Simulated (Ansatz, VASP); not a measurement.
## ZnCu: VASP beside Ansatz

The input INCAR:

```
SYSTEM = ZnCu
PREC = Accurate ; ENCUT = 520
EDIFF = 1E-6 ; ISMEAR = 0
SIGMA = 0.15 ; LREAL = .False.
LASPH = .True. ; NELM = 60
ALGO = Fast ; ISIF = 2
LWAVE = .False. ; LCHARG = .False.
GGA = PE ; NBANDS = 18
```

The input KPOINTS:

```
regular mesh
0
Gamma
  16 16 16
  0 0 0
```

The input POSCAR:

```
ZnCu
1.0
    2.9626309844      0.0000000000      0.0000000000
    0.0000000000      2.9626309844      0.0000000000
    0.0000000000      0.0000000000      2.9626309844
Zn Cu
1 1
Direct
    0.5000000000      0.5000000000      0.5000000000
    0.0000000000      0.0000000000      0.0000000000
```

Input for Ansatz:

```yaml
crystal:
  lattice:
    - [2.9626309844, 0.0, 0.0]
    - [0.0, 2.9626309844, 0.0]
    - [0.0, 0.0, 2.9626309844]
  atoms:
    - { symbol: Zn, position: [0.5, 0.5, 0.5] }
    - { symbol: Cu, position: [0.0, 0.0, 0.0] }
basis:
  ecutwfc: 520.0
kpoints:
  mp_grid: { grid: [16, 16, 16] }
hamiltonian:
  xc: pbe
scf:
  occupations: { method: gaussian, width: 0.15 }
output:
  forces: true
  stress: true
  eigenvalues: true
```

Alike in both runs: task single point; functional PBE; k mesh 16 × 16 × 16; occupations gaussian, width 0.15 eV; no spin polarisation.

|  | VASP | Ansatz |
| --- | --- | --- |
| version | VASP 6.6.1 | Ansatz 0.2.0 |
| potentials or method | VASP PAW PBE potentials, release 64 (Zn, Cu) | scalar-relativistic, plane waves, PAW |
| plane-wave cutoff (eV) | 520 | 520 |
| valence electrons in the cell | 23 | 31 |

VASP gave:

| Item | Value |
| --- | --- |
| gap on the k mesh at the Fermi level (eV) | none |
| pressure (GPa) | 1.0 |

Task: Estimate Ansatz's values.

Result: gap on the k mesh at the Fermi level (eV): none; pressure (GPa): 0.1.

A gap of «none» marks a metal or a gap that the smearing closes. The two sets of potentials don't hold the same shells in valence.
